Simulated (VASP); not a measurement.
SnSe:

```
Sn Se
1.0
    11.42000    0.00000    0.00000
     0.00000    4.19000    0.00000
     0.00000    0.00000    4.46000
Sn Se
4 4
Direct
  0.12300 0.25000 0.09100
  0.37700 0.75000 0.59100
  0.62300 0.25000 0.40900
  0.87700 0.75000 0.90900
  0.35700 0.25000 0.01600
  0.14300 0.75000 0.51600
  0.85700 0.25000 0.48400
  0.64300 0.75000 0.98400
```

* Program: VASP 6.6.1
* Task: relaxation of cell and atoms
* Functional: PBEsol
* Potentials or basis: VASP PAW PBE potentials, release 64 (Sn_d, Se)
* Cutoff: 600 eV
* k mesh: 4 × 8 × 8
* Occupations: gaussian, width 0.03 eV
* Spin: no spin polarisation

At the start: pressure -0.5 GPa; volume 26.68 Å³/atom.

Q: Where does the relaxation end?

A: Over 12 steps the energy falls by 7.3 meV/atom and the volume is 25.84 Å³/atom (-3.1 %); space group Pnma (No. 62, to 0.05 Å).

The path:
| step | energy change (eV) | largest force (eV/Å) | pressure (GPa) | volume (Å³) |
| --- | --- | --- | --- | --- |
| 1 | 0.0000 | 0.2542 | -0.51 | 213.41 |
| 2 | -0.0411 | 0.1223 | -0.18 | 210.79 |
| 3 | -0.0412 | 0.1183 | -0.16 | 210.65 |
| 4 | -0.0466 | 0.1086 | -0.06 | 209.67 |
| 5 | -0.0554 | 0.0762 | 0.29 | 206.76 |
| 6 | -0.0557 | 0.0676 | 0.37 | 206.05 |
| 7 | -0.0579 | 0.0303 | -0.06 | 206.95 |
| 8 | -0.0580 | 0.0228 | 0.01 | 206.81 |
| 9 | -0.0580 | 0.0235 | -0.02 | 206.82 |
| 10 | -0.0582 | 0.0233 | 0.00 | 206.81 |
| 11 | -0.0584 | 0.0243 | 0.00 | 206.78 |
| 12 | -0.0586 | 0.0098 | 0.04 | 206.74 |

Final structure:
```yaml
crystal:
  lattice:
    - [11.42860, 0.00000, 0.00000]
    - [0.00000, 4.16171, 0.00000]
    - [0.00000, 0.00000, 4.34677]
  atoms:
    - { symbol: Sn, position: [0.11851, 0.25000, 0.08883] }
    - { symbol: Sn, position: [0.38149, 0.75000, 0.58883] }
    - { symbol: Sn, position: [0.61851, 0.25000, 0.41117] }
    - { symbol: Sn, position: [0.88149, 0.75000, 0.91117] }
    - { symbol: Se, position: [0.35795, 0.25000, 0.02048] }
    - { symbol: Se, position: [0.14205, 0.75000, 0.52048] }
    - { symbol: Se, position: [0.85795, 0.25000, 0.47952] }
    - { symbol: Se, position: [0.64205, 0.75000, 0.97952] }
```

Caveat: the PAW data sets were made with another functional, which shifts forces and pressure a little.
